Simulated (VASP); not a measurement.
Output of a VASP run:

File OSZICAR:
```
       N       E                     dE             d eps       ncg     rms          rms(c)
DAV:   1     0.189812804938E+03    0.18981E+03   -0.14642E+04   928   0.154E+03
DAV:   2    -0.275364878848E+02   -0.21735E+03   -0.21308E+03  1272   0.383E+02
DAV:   3    -0.348253437412E+02   -0.72889E+01   -0.72839E+01  1336   0.723E+01
DAV:   4    -0.350118062029E+02   -0.18646E+00   -0.18645E+00  1352   0.859E+00
DAV:   5    -0.350141707865E+02   -0.23646E-02   -0.23646E-02  1192   0.811E-01    0.227E+01
DAV:   6    -0.286556400995E+02    0.63585E+01   -0.37819E+01  1048   0.464E+01    0.893E+00
DAV:   7    -0.285799889491E+02    0.75651E-01   -0.15406E+00  1240   0.102E+01    0.556E+00
DAV:   8    -0.285457092047E+02    0.34280E-01   -0.19469E-01  1232   0.450E+00    0.488E-01
DAV:   9    -0.285471348986E+02   -0.14257E-02   -0.13648E-02  1272   0.891E-01    0.346E-01
DAV:  10    -0.285484623866E+02   -0.13275E-02   -0.44713E-03  1112   0.701E-01    0.132E-01
DAV:  11    -0.285485148155E+02   -0.52429E-04   -0.15582E-03  1216   0.328E-01    0.135E-01
DAV:  12    -0.285484491117E+02    0.65704E-04   -0.37205E-04  1064   0.151E-01    0.513E-03
DAV:  13    -0.285484506425E+02   -0.15308E-05   -0.87073E-06  1136   0.235E-02    0.347E-03
DAV:  14    -0.285484513116E+02   -0.66912E-06   -0.19583E-06  1104   0.107E-02    0.475E-03
DAV:  15    -0.285484510974E+02    0.21421E-06   -0.31720E-07  1032   0.504E-03    0.620E-04
DAV:  16    -0.285484510766E+02    0.20792E-07   -0.17139E-08   640   0.116E-03
   1 F= -.28548451E+02 E0= -.28548451E+02  d E =-.614633E-11
```

OUTCAR:
```
------------------------ aborting loop because EDIFF is reached ----------------------------------------
  FORCE on cell =-STRESS in cart. coord.  units (eV):
  Direction    XX          YY          ZZ          XY          YZ          ZX
  --------------------------------------------------------------------------------------
  Total       -1.4203802     -1.4203802     -1.4203802     -0.0000000      0.0000000      0.0000000
  in kB      -65.9076326    -65.9076326    -65.9076326     -0.0000000      0.0000000      0.0000000
  external PRESSURE =     -65.9076326 kB  Pullay stress =       0.0000000 kB
  volume of cell :       34.53
      direct lattice vectors                 reciprocal lattice vectors
     0.000000000  2.584539427  2.584539427    -0.193458066  0.193458066  0.193458066
     2.584539427  0.000000000  2.584539427     0.193458066 -0.193458066  0.193458066
     2.584539427  2.584539427  0.000000000     0.193458066  0.193458066 -0.193458066
 POSITION                                       TOTAL-FORCE (eV/Angst)
 -----------------------------------------------------------------------------------
      0.00000      0.00000      0.00000        -0.000000      0.000000      0.000000
      1.29227      1.29227      1.29227         0.000000      0.000000      0.000000
      3.87681      3.87681      3.87681        -0.000000     -0.000000     -0.000000
 -----------------------------------------------------------------------------------
    total drift:                                0.000000      0.000000      0.000000
  FREE ENERGIE OF THE ION-ELECTRON SYSTEM (eV)
  ---------------------------------------------------
  free  energy   TOTEN  =       -28.5484510766 eV

  energy  without entropy=      -28.5484510766  energy(sigma->0) =      -28.54845108
```
(Selected blocks of OUTCAR.)

**POSCAR**
```
ZrO2
1
    0.0000000000     2.5845394272     2.5845394272
    2.5845394272     0.0000000000     2.5845394272
    2.5845394272     2.5845394272     0.0000000000
Zr O
1 2
Direct
  0.0000000000   0.0000000000   0.0000000000
  0.2500000000   0.2500000000   0.2500000000
  0.7500000000   0.7500000000   0.7500000000
```

Question: Reconstruct the remaining input files.

Answer: Several could match; the one computed here: the input of the run itself, PBE GGA, plane waves, VASP's PBE PAW potentials (set 64).

File KPOINTS:
```
K-points
0
G
8 8 8
0 0 0
```

**INCAR**
```
SYSTEM = ZrO2
PREC = Accurate
ENCUT = 520
EDIFF = 1E-7
NELM = 100
ALGO = Normal
LREAL = .FALSE.
LASPH = .TRUE.
ISMEAR = 0
SIGMA = 0.05
GGA = PE
LMAXMIX = 4
LWAVE = .FALSE.
LCHARG = .FALSE.
ISIF = 2
```

POTCAR, in this order: Zr_sv O (PBE.64 set). Program: vasp_std.

The compound is ZrO2 in the fluorite structure, the high-temperature cubic form, which is unstable at 0 K; the monoclinic form is the stable one. This cell is one point of a volume scan, at 1.03 of the reference volume.
